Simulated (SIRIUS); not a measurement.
CuI (Marshite) under changes of volume

One of the cells (27.859 Å³/atom); the others are scaled copies at fixed shape and fractional positions:

```
I Cu
1.0
     0.00000    3.03150    3.03150
     3.03150    0.00000    3.03150
     3.03150    3.03150    0.00000
I Cu
1 1
Cartesian
  0.0000 0.0000 0.0000
  4.5473 4.5473 4.5473
```

* Program: SIRIUS 7.12.0
* Functional: PBE
* Potentials or basis: PseudoDojo 0.4.1 PBE standard (scalar relativistic)
* Cutoff: 1254 eV
* Density cutoff: 5016 eV
* k mesh: 8 × 8 × 8
* Occupations: fermi-dirac, width 0.05 eV
* Spin: no spin polarisation

| volume (Å³/atom) | energy over the lowest point (meV/atom) | pressure (GPa) | gap on the mesh (eV) |
| --- | --- | --- | --- |
| 26.188 | 19.69 | 3.5 | 1.26 |
| 26.745 | 9.56 | 2.3 | 1.20 |
| 27.302 | 3.19 | 1.3 | 1.15 |
| 27.859 | ? | ? | ? |
| 28.417 | 0.00 | -0.4 | 1.04 |
| 28.974 | 2.47 | -1.1 | 1.00 |
| 29.531 | 7.23 | -1.7 | 0.95 |

What does the run at 27.859 Å³/atom give?

Energy over the lowest point 0.13 meV/atom; pressure 0.4 GPa; gap on the mesh 1.09 eV.

Worked out: A Birch-Murnaghan fit of order 3 (a polynomial in V^(-2/3)) to the other rows has its minimum at 28.16 Å³/atom with B0 = V·E''(V) = 40 GPa and B' = 5.2. It gives 0.13 meV/atom at 27.859 Å³/atom, against the run's 0.13, and -dE/dV = 0.4 GPa, against 0.4. A straight line through the other rows of the gap, of slope -2.57 eV per unit of ln V, gives 1.10 eV, against the run's 1.09.

Energies are extrapolated to zero smearing.

Caveats: spin-orbit coupling is left out, which moves the levels of the heavy elements.

A mesh can miss the band edges.
